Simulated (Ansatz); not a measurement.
# In3Se: how settings move the results

The task, for In3Se: sweep the k-point mesh, then see how the k-point mesh shifted by half a step moves the results.

Program: Ansatz 0.2.0. Level of theory: DFT PBE, scalar-relativistic, plane waves, PAW. These are calculated values, not measurements.

1 further run of the same task is left out (set aside as unsound or not needed).

## (1) Starting point

Symmetry: Pm-3m, No. 221, cubic system. The conventional cell has a = 4.804 Å, b = 4.804 Å, c = 4.804 Å, α = 90.00°, β = 90.00°, γ = 90.00°. In (site symmetry 4/mmm) is surrounded by 8 In at 3.40 Å and 4 Se at 3.40 Å. Se (site symmetry m-3m) is surrounded by 12 In at 3.40 Å.

Structure file:

```cif
data_structure
_symmetry_space_group_name_H-M 'P 1'
_symmetry_Int_Tables_number 1
_cell_length_a 4.8038
_cell_length_b 4.8038
_cell_length_c 4.8038
_cell_angle_alpha 90.000
_cell_angle_beta 90.000
_cell_angle_gamma 90.000
_cell_volume 110.85
loop_
_atom_site_label
_atom_site_type_symbol
_atom_site_fract_x
_atom_site_fract_y
_atom_site_fract_z
_atom_site_occupancy
In1 In 0.00000 0.50000 0.50000 1
In2 In 0.50000 0.00000 0.50000 1
In3 In 0.50000 0.50000 0.00000 1
Se1 Se 0.00000 0.00000 0.00000 1
```

The structure comes from the Materials Project (structure only); it is used as listed.

## (2) The base input

input.yaml

```yaml
crystal:
  lattice:
    - [4.803758, 0.0, 0.0]
    - [0.0, 4.803758, 0.0]
    - [0.0, 0.0, 4.803758]
  atoms:
    - { symbol: In, position: [0.0, 0.5, 0.5] }
    - { symbol: In, position: [0.5, 0.0, 0.5] }
    - { symbol: In, position: [0.5, 0.5, 0.0] }
    - { symbol: Se, position: [0.0, 0.0, 0.0] }
basis:
  ecutwfc: 420
kpoints:
  mp_grid: { grid: [10, 10, 10] }
hamiltonian:
  xc: pbe
scf:
  occupations: { method: gaussian, width: 0.1 }
output:
  forces: true
  stress: true
  eigenvalues: true
  populations: true
  write_density: true
  write_potential: true
  elf: true
  volumetric_format: npy
```

Its results, from an earlier run: -5565.7775 eV/atom at zero smearing, pressure -0.32 GPa, largest force 0.000 eV/Å, no gap on the mesh, in 7 SCF cycles and 15 s.

## (3) K-point mesh set to 1×1×1

input.yaml, as its differences from that of step 2:

```diff
@@ -13,3 +13,3 @@
 kpoints:
-  mp_grid: { grid: [10, 10, 10] }
+  mp_grid: { grid: [1, 1, 1] }
 hamiltonian:
@@ -22,6 +22 @@
   eigenvalues: true
-  populations: true
-  write_density: true
-  write_potential: true
-  elf: true
-  volumetric_format: npy
```

The run is started by

```console
> ansatz run input.yaml --threads 1 --pin off --max-ram 2560MiB --backend cpu --events-out ev --progress --plain --runs-dir out
```

What it wrote (excerpt; [...] marks lines left out):

```text
Warning: RAYON_NUM_THREADS=1 ignored (pool sized by the plan → 1); use --threads N
[...]
Pseudopotentials: kind: paw
Pseudopotential: In, paw, valence charge 13, recommended cutoff 420 eV (normal), In.paw.azcp
Pseudopotential: Se, paw, valence charge 16, recommended cutoff 420 eV (normal), Se.paw.azcp
Functional definition: PBE
[...]
Crystal: 4 atoms, lattice volume = 110.852 Å³
Basis set: ecut = 420 eV, 2109 PW (Γ), exchange–correlation on 72×72×72 points (8 copies of the dense FFT grid, shifted against one another)
Bands: 33, of which v1, the nominal top of the filled ones, is band 28 counted from 1 (27 counted from 0)
Symmetry: 48 space group operations
Space group: Pm-3m (ITA 221), of the structure as read, at distance tolerance 4.8e-5 Å
k-points: 1
[...]
SCF iter   1: F=—  HF=-22260.829665 eV  |F-HF|=—  |Δ(HF+E_count)|=         —  Δρ=1.50e-2  dr2=5.70e-1  ethr=1.77e-3  ⟨swp⟩=6.0  Hψ=135  notcnv=0
[...]
SCF iter   8: F=-22260.686269 eV  HF=-22260.686269 eV  |F-HF|=1.38e-8  |Δ(HF+E_count)|=   3.90e-7  Δρ=3.78e-6  dr2=1.22e-8  ethr=1.82e-10  ⟨swp⟩=4.0  Hψ=124  notcnv=0
[...]
SCF converged after 8 iterations
Free energy (F): -22260.686269 eV
[...]
E sigma→0 (E₀):  -22260.633267 eV
Entropy (-TS):   -0.106003 eV (-26.501 meV/atom)
Fermi energy:    9.884127 eV
[...]
--- Forces (eV/Å), atoms counted from 1 ---
  atom   1  In     0.00000000     0.00000000     0.00000000
  atom   2  In     0.00000000    -0.00000000    -0.00000000
  atom   3  In     0.00000000     0.00000000     0.00000000
  atom   4  Se    -0.00000000     0.00000000     0.00000000
[...]
--- Stress (GPa, compression-positive) ---
        5.962345       0.000000       0.000000
        0.000000       5.962345      -0.000000
        0.000000      -0.000000       5.962345
  P = ⅓ Tr σ = 5.9623 GPa (59.623 kbar)
--- Band table (eV) ---
[...]
```

Run time: 0.81 s. Hardware: 1 thread of Intel Xeon Platinum 8488C (Sapphire Rapids), shared host; peak memory 0.37 GiB.

Result: -5565.1583 eV/atom at zero smearing, pressure 5.96 GPa and no gap on the mesh.

## (4) K-point mesh: 2×2×2

input.yaml, as its differences from that of step 3:

```diff
@@ -13,3 +13,3 @@
 kpoints:
-  mp_grid: { grid: [1, 1, 1] }
+  mp_grid: { grid: [2, 2, 2] }
 hamiltonian:
```

The run is started by

```console
> ansatz run input.yaml --threads 1 --pin off --max-ram 2560MiB --backend cpu --events-out ev --progress --plain --runs-dir out
```

What it wrote (excerpt; [...] marks lines left out):

```text
Warning: RAYON_NUM_THREADS=1 ignored (pool sized by the plan → 1); use --threads N
[...]
[... 4 set-up lines as earlier in the session ...]
[...]
Crystal: 4 atoms, lattice volume = 110.852 Å³
Basis set: ecut = 420 eV, 2109 PW (Γ), exchange–correlation on 72×72×72 points (8 copies of the dense FFT grid, shifted against one another)
Bands: 33, of which v1, the nominal top of the filled ones, is band 28 counted from 1 (27 counted from 0)
[... 2 set-up lines as earlier in the session ...]
k-points: 4 of 8
[...]
SCF iter   1: F=—  HF=-22262.392645 eV  |F-HF|=—  |Δ(HF+E_count)|=         —  Δρ=9.54e-3  dr2=3.43e-1  ethr=1.77e-3  ⟨swp⟩=6.0  Hψ=500  notcnv=0
[...]
SCF iter   8: F=-22262.292049 eV  HF=-22262.292049 eV  |F-HF|=1.81e-8  |Δ(HF+E_count)|=   1.67e-6  Δρ=4.40e-6  dr2=3.05e-8  ethr=1.82e-10  ⟨swp⟩=7.2  Hψ=597  notcnv=0
[...]
SCF converged after 8 iterations
Free energy (F): -22262.292049 eV
[...]
E sigma→0 (E₀):  -22262.286332 eV
Entropy (-TS):   -0.011435 eV (-2.859 meV/atom)
Fermi energy:    8.599531 eV
[...]
--- Forces (eV/Å), atoms counted from 1 ---
  atom   1  In     0.00000000     0.00000000     0.00000000
  atom   2  In    -0.00000000    -0.00000000     0.00000000
  atom   3  In    -0.00000000     0.00000000     0.00000000
  atom   4  Se    -0.00000000    -0.00000000     0.00000000
[...]
--- Stress (GPa, compression-positive) ---
        2.954377       0.000000       0.000000
       -0.000000       2.954377      -0.000000
        0.000000      -0.000000       2.954377
  P = ⅓ Tr σ = 2.9544 GPa (29.544 kbar)
--- Band table (eV) ---
[...]
```

Run time: 1.9 s. Hardware: 1 thread of Intel Xeon Platinum 8488C (Sapphire Rapids), shared host; peak memory 0.39 GiB.

Result: -5565.5716 eV/atom at zero smearing, pressure 2.95 GPa and no gap on the mesh.

## (5) K-point mesh set to 4×4×4

input.yaml, as its differences from that of step 4:

```diff
@@ -13,3 +13,3 @@
 kpoints:
-  mp_grid: { grid: [2, 2, 2] }
+  mp_grid: { grid: [4, 4, 4] }
 hamiltonian:
```

The run is started by

```console
> ansatz run input.yaml --threads 1 --pin off --max-ram 2560MiB --backend cpu --events-out ev --progress --plain --runs-dir out
```

What it wrote (excerpt; [...] marks lines left out):

```text
Warning: RAYON_NUM_THREADS=1 ignored (pool sized by the plan → 1); use --threads N
[...]
[... 4 set-up lines as earlier in the session ...]
[...]
Crystal: 4 atoms, lattice volume = 110.852 Å³
Basis set: ecut = 420 eV, 2109 PW (Γ), exchange–correlation on 72×72×72 points (8 copies of the dense FFT grid, shifted against one another)
Bands: 33, of which v1, the nominal top of the filled ones, is band 28 counted from 1 (27 counted from 0)
[... 2 set-up lines as earlier in the session ...]
k-points: 10 of 64
[...]
SCF iter   1: F=—  HF=-22263.080625 eV  |F-HF|=—  |Δ(HF+E_count)|=         —  Δρ=1.17e-3  dr2=3.49e-3  ethr=1.77e-3  ⟨swp⟩=6.6  Hψ=1323  notcnv=0
[...]
SCF iter   7: F=-22263.076740 eV  HF=-22263.076740 eV  |F-HF|=3.57e-9  |Δ(HF+E_count)|=   1.02e-7  Δρ=3.17e-6  dr2=8.18e-9  ethr=1.82e-10  ⟨swp⟩=7.5  Hψ=1384  notcnv=0
[...]
SCF converged after 7 iterations
Free energy (F): -22263.076740 eV
[...]
E sigma→0 (E₀):  -22263.071740 eV
Entropy (-TS):   -0.010000 eV (-2.500 meV/atom)
Fermi energy:    9.004566 eV
[...]
--- Forces (eV/Å), atoms counted from 1 ---
  atom   1  In     0.00000000     0.00000000     0.00000000
  atom   2  In    -0.00000000    -0.00000000     0.00000000
  atom   3  In    -0.00000000     0.00000000     0.00000000
  atom   4  Se    -0.00000000     0.00000000    -0.00000000
[...]
--- Stress (GPa, compression-positive) ---
       -0.144739       0.000000       0.000000
        0.000000      -0.144739       0.000000
        0.000000       0.000000      -0.144739
  P = ⅓ Tr σ = -0.1447 GPa (-1.447 kbar)
--- Band table (eV; the first three rows and the last of 10) ---
[...]
```

It took 2.1 s on 1 thread of Intel Xeon Platinum 8488C (Sapphire Rapids), shared host; peak memory 0.42 GiB.

Result: -5565.7679 eV/atom at zero smearing, pressure -0.14 GPa and no gap on the mesh.

## (6) K-point mesh: 6×6×6

input.yaml, as its differences from that of step 5:

```diff
@@ -13,3 +13,3 @@
 kpoints:
-  mp_grid: { grid: [4, 4, 4] }
+  mp_grid: { grid: [6, 6, 6] }
 hamiltonian:
```

The run is started by

```console
> ansatz run input.yaml --threads 1 --pin off --max-ram 2560MiB --backend cpu --events-out ev --progress --plain --runs-dir out
```

What it wrote (excerpt; [...] marks lines left out):

```text
[...]
SCF converged after 7 iterations
Free energy (F): -22263.115788 eV
[...]
E sigma→0 (E₀):  -22263.111258 eV
Entropy (-TS):   -0.009059 eV (-2.265 meV/atom)
Fermi energy:    9.027677 eV
[...]
--- Forces (eV/Å), atoms counted from 1 ---
  atom   1  In     0.00000000    -0.00000000     0.00000000
  atom   2  In    -0.00000000    -0.00000000     0.00000000
  atom   3  In    -0.00000000    -0.00000000     0.00000000
  atom   4  Se    -0.00000000     0.00000000     0.00000000
[...]
--- Stress (GPa, compression-positive) ---
       -0.275434      -0.000000       0.000000
       -0.000000      -0.275434       0.000000
        0.000000       0.000000      -0.275434
  P = ⅓ Tr σ = -0.2754 GPa (-2.754 kbar)
--- Band table (eV; the first three rows and the last of 20) ---
[...]
```

Run time: 3.5 s. Hardware: 1 thread of Intel Xeon Platinum 8488C (Sapphire Rapids), shared host; peak memory 0.45 GiB.

Read-out: -5565.7778 eV/atom at zero smearing, pressure -0.28 GPa and no gap on the mesh.

## (7) K-point mesh: 8×8×8

input.yaml, as its differences from that of step 6:

```diff
@@ -13,3 +13,3 @@
 kpoints:
-  mp_grid: { grid: [6, 6, 6] }
+  mp_grid: { grid: [8, 8, 8] }
 hamiltonian:
```

The run is started by

```console
> ansatz run input.yaml --threads 1 --pin off --max-ram 2560MiB --backend cpu --events-out ev --progress --plain --runs-dir out
```

What it wrote (excerpt; [...] marks lines left out):

```text
Warning: RAYON_NUM_THREADS=1 ignored (pool sized by the plan → 1); use --threads N
[...]
[... 4 set-up lines as earlier in the session ...]
[...]
Crystal: 4 atoms, lattice volume = 110.852 Å³
Basis set: ecut = 420 eV, 2109 PW (Γ), exchange–correlation on 72×72×72 points (8 copies of the dense FFT grid, shifted against one another)
Bands: 33, of which v1, the nominal top of the filled ones, is band 28 counted from 1 (27 counted from 0)
[... 2 set-up lines as earlier in the session ...]
k-points: 35 of 512
[...]
SCF iter   1: F=—  HF=-22263.118905 eV  |F-HF|=—  |Δ(HF+E_count)|=         —  Δρ=1.63e-3  dr2=9.45e-3  ethr=1.77e-3  ⟨swp⟩=6.9  Hψ=4679  notcnv=0
[...]
SCF iter   7: F=-22263.113698 eV  HF=-22263.113698 eV  |F-HF|=4.14e-8  |Δ(HF+E_count)|=   9.36e-8  Δρ=7.19e-6  dr2=7.99e-8  ethr=1.82e-10  ⟨swp⟩=6.4  Hψ=5941  notcnv=0
[...]
SCF converged after 7 iterations
Free energy (F): -22263.113698 eV
[...]
E sigma→0 (E₀):  -22263.109901 eV
Entropy (-TS):   -0.007594 eV (-1.899 meV/atom)
Fermi energy:    8.931353 eV
[...]
--- Forces (eV/Å), atoms counted from 1 ---
  atom   1  In     0.00000000     0.00000000     0.00000000
  atom   2  In     0.00000000    -0.00000000    -0.00000000
  atom   3  In    -0.00000000     0.00000000    -0.00000000
  atom   4  Se    -0.00000000     0.00000000     0.00000000
[...]
--- Stress (GPa, compression-positive) ---
       -0.313365       0.000000       0.000000
       -0.000000      -0.313365       0.000000
        0.000000       0.000000      -0.313365
  P = ⅓ Tr σ = -0.3134 GPa (-3.134 kbar)
--- Band table (eV; the first three rows and the last of 35) ---
[...]
```

Wall time 5.7 s (1 thread of Intel Xeon Platinum 8488C (Sapphire Rapids), shared host); peak memory 0.47 GiB.

This run gives -5565.7775 eV/atom at zero smearing, pressure -0.31 GPa and no gap on the mesh.

[end of part 1 of 2]
